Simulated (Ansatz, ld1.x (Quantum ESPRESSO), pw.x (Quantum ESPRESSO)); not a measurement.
**Si (fcc): variants of one PAW potential in the solid**

- Element: Si
- Generator: ld1.x (Quantum ESPRESSO) 7.5
- Type: PAW
- Functional: PBE
- Relativity: scalar-relativistic
- Frozen core: [Ne]
- Valence charge: 4
- Reference configuration: 3s1.75 3p2.25
- Partial waves: 3s (bound): rcut 1.85, rcutus 2.05 bohr; 3s channel at -0.5 Ry: rcut 1.85, rcutus 2.05 bohr; 3p (bound): rcut 1.60, rcutus 1.85 bohr; 3p channel at 0.4 Ry: rcut 1.60, rcutus 1.85 bohr; 3d channel at -0.05 Ry: rcut 1.95, rcutus 2.25 bohr; 3d channel at 1.3 Ry: rcut 1.95, rcutus 2.25 bohr
- Local potential: all-electron potential smoothed inside 1.55 bohr (lloc = -1)
- Core correction: Bessel-smoothed model core, default radius (core density twice the valence density)
- Augmentation charge: PSQ, radius 1.60 bohr

Crystal test: fcc Si in pw.x 7.5, no spin, 15³ k-points, Fermi–Dirac smearing 0.01 Ry, cutoffs set for each file from its atomic test. The reference is all-electron LAPW (Ansatz 0.2.0) with the same functional, mesh and smearing; V0 and B0 come from Birch–Murnaghan fits to the pressures at five volumes. Errors are pseudo minus all-electron; Δ is the rms difference of the E(V) curves that follow from these fits, minima aligned, over ±6 % about the mean V0. Mesh and smearing are coarse, so the numbers serve the comparison and aren't converged zero-temperature values; the lattice is a test structure that the element need not adopt.

All-electron: a0 = 3.869 Å (V0 = 14.48 Å³/atom), B0 = 82.7 GPa.

```csv
change,cutoffs (Ry),pw.x,a0 (Å),a0 error (%),B0 error (%),Δ (meV/atom),mean pressure error (GPa)
base,40/320,converged,3.870,+0.02,+0.2,0.2,+0.06
core correction Bessel-smoothed model core inside 0.98 bohr,40/320,converged,3.870,+0.03,+0.1,0.2,+0.08
core correction Bessel-smoothed model core inside 1.48 bohr,40/320,converged,3.870,+0.03,+0.1,0.2,+0.07
core correction Bessel-smoothed model core inside 1.72 bohr,40/320,converged,3.870,+0.03,+0.1,0.2,+0.08
core correction Bessel-smoothed model core inside 2.18 bohr,40/320,converged,3.870,+0.03,+0.0,0.2,+0.07
```

(1) Give the row for: core correction none.

## Answers

(1) pw.x: converged; mean pressure error (GPa): +0.11; a0 (Å): 3.871; a0 error (%): +0.04; B0 error (%): -0.6; Δ (meV/atom): 0.3.
